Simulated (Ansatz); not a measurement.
**Iridium, hcp under revPBE: structure, energy and stiffness**

Aim: take iridium in the hcp structure, relax it, solve it on a dense k-mesh, then scale the cell to 7 volumes from 88 to 112 % of the relaxed one and try a fit of the equation of state. Spin polarisation is left out. The k-meshes are 13×13×7 for the relaxation; 21×21×12 for the dense run; 15×15×8 for the volumes.

This is Ir in the hcp structure; at room conditions it is fcc.

Program: Ansatz 0.2.0. Level of theory: DFT revPBE, plane waves (420 eV) with PAW, scalar-relativistic; PAW files made under PBE, frozen cores solved again for the functional. These are calculated values, not measurements.

### 1 The system as given

The structure is hexagonal, space group P6_3/mmc (No. 194). The conventional cell has a = 2.715 Å, b = 2.715 Å, c = 4.433 Å, α = 90.00°, β = 90.00°, γ = 120.00°. Around Ir (site symmetry -6m2) lie 12 Ir at 2.71 Å.

As a file:

```
CELL_PARAMETERS angstrom
2.71486 0.00000 0.00000
-1.35743 2.35114 0.00000
0.00000 0.00000 4.43337
ATOMIC_POSITIONS crystal
Ir 0.33333 0.66667 0.25000
Ir 0.66667 0.33333 0.75000
```

### 2 Relaxing cell and atoms

File input.yaml:

```yaml
crystal:
  lattice:
    - [2.7148619862, 0.0, 0.0]
    - [-1.3574309931, 2.3511394478, 0.0]
    - [0.0, 0.0, 4.4333696235]
  atoms:
    - { symbol: Ir, position: [0.3333333333, 0.6666666667, 0.25] }
    - { symbol: Ir, position: [0.6666666667, 0.3333333333, 0.75] }
hamiltonian:
  xc: revpbe
  pseudopotentials:
    kind: paw
    azcp:
      Ir: "pseudopotentials/Ir.paw.azcp"
basis:
  ecutwfc: 420
  fft_grid_basis: typed
kpoints:
  mp_grid: { grid: [13, 13, 7], shift: [0, 0, 0] }
magnetization:
  spin_polarized: false
scf:
  occupations: { method: fermi_dirac, width: 0.1 }
relax:
  max_steps: 60
  f_tol: 0.01
  cell: {}
```

Further steps of the session: Single point on a dense mesh; Volume × 0.88; Volume × 0.92; Volume × 0.96; Volume × 1.0; Volume × 1.04; Volume × 1.08; Volume × 1.12.

**Question.** What will these runs give? Wanted: space group; conventional cell; volume; shortest distance; gap on the mesh; relative to fcc; V₀, B₀, B₀′.

**Answer**, as computed:

| quantity | value |
| --- | --- |
| space group (spins left aside) | P6_3/mmc (No. 194) |
| conventional cell | a = 2.757 Å, c = 4.470 Å (c/a = 1.622) |
| volume | 14.709 Å³/atom |
| shortest distance | 2.744 Å |
| gap on the mesh | none (levels filled in part) |
| relative to fcc | +78 meV/atom |
| V₀, B₀, B₀′ | 14.687 Å³/atom, 332 GPa, 5.1 |

What this shows: The relaxation enlarged the cell by 4.0 % in volume. It lies 78 meV/atom above the element's reference form at the same level (fcc, from a run of its own). No gap shows: it is a metal or semimetal at this level. The fitted modulus is 332 GPa, among the stiffest elements; letting shape and positions relax at each volume could only lower it. Relaxation kept the symmetry; phonons were not checked.
